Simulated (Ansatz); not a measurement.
GeO2 (rutile)

```xyz
6
Lattice="4.4105 0.0000 0.0000 0.0000 4.4105 0.0000 0.0000 0.0000 2.8702" Properties=species:S:1:pos:R:3 pbc="T T T"
Ge     0.0000     0.0000     0.0000
Ge     2.2053     2.2053     1.4351
O      1.3496     1.3496     0.0000
O      3.5549     0.8556     1.4351
O      0.8556     3.5549     1.4351
O      3.0609     3.0609     0.0000
```

Two-dimensional scan of atom 5 (O, nearest neighbour Ge at 1.877 Å; its periodic images, 2.9 Å or more away, move with it): u runs along (1.000, 0.000, 0.000), v along (0.000, 0.000, 1.000) (Cartesian). Cell and other atoms are fixed.

These are r2SCAN (plane waves to 500 eV, PAW, scalar-relativistic; Ansatz, a quantum-chemistry and plane-wave program) values and carry that method's errors. k mesh 6×6×9 (Γ-centred), Fermi-Dirac smearing 0.05 eV. Energies are smeared free energies. Points where atoms come too close for the PAW data are left out (x in tables, blank in figures). GeO2 was relaxed with its symmetry unable to fall.

Changes of ΔE (meV/cell) from the point u = 0.000 Å, v = 0.000 Å when one coordinate moves alone (two changes are said to add if the coupling is within 5 % of the smaller one, nearly so within 20 %):

```
point                      change
-------------------------  ------
u = 0.000 Å, v = -0.470 Å  1911.1
u = 0.000 Å, v = -0.235 Å   458.8
u = -0.470 Å, v = 0.000 Å  1783.8
u = -0.235 Å, v = 0.000 Å   466.8
u = 0.235 Å, v = 0.000 Å    492.4
u = 0.470 Å, v = 0.000 Å   2022.5
u = 0.000 Å, v = 0.235 Å    458.8
u = 0.000 Å, v = 0.470 Å   1911.1
```

Problem. What is the change at u = -0.235 Å, v = 0.470 Å, where both move, and how far is it from the sum?

Solution. The sum of the single changes is 466.8 + (1911.1) = 2377.9; the calculation gives 3893.2, so the coupling contributes 1515.3 (over 20 % of the smaller single change, not additive).

Problem. What is the change at u = 0.470 Å, v = 0.470 Å, where both move, and how far is it from the sum?

Solution. The sum of the single changes is 2022.5 + (1911.1) = 3933.6; the calculation gives 2574.4, so the coupling contributes -1359.2 (over 20 % of the smaller single change, not additive).

Problem. Do the two effects add at u = -0.470 Å, v = -0.235 Å? Give the computed change.

Solution. The sum of the single changes is 1783.8 + (458.8) = 2242.6; the calculation gives 2986.5, so the coupling contributes 743.9 (over 20 % of the smaller single change, not additive).

(For displaced atoms, the force is minus the slope of the energy, and its curvature is a force constant, which sets phonon frequencies.)
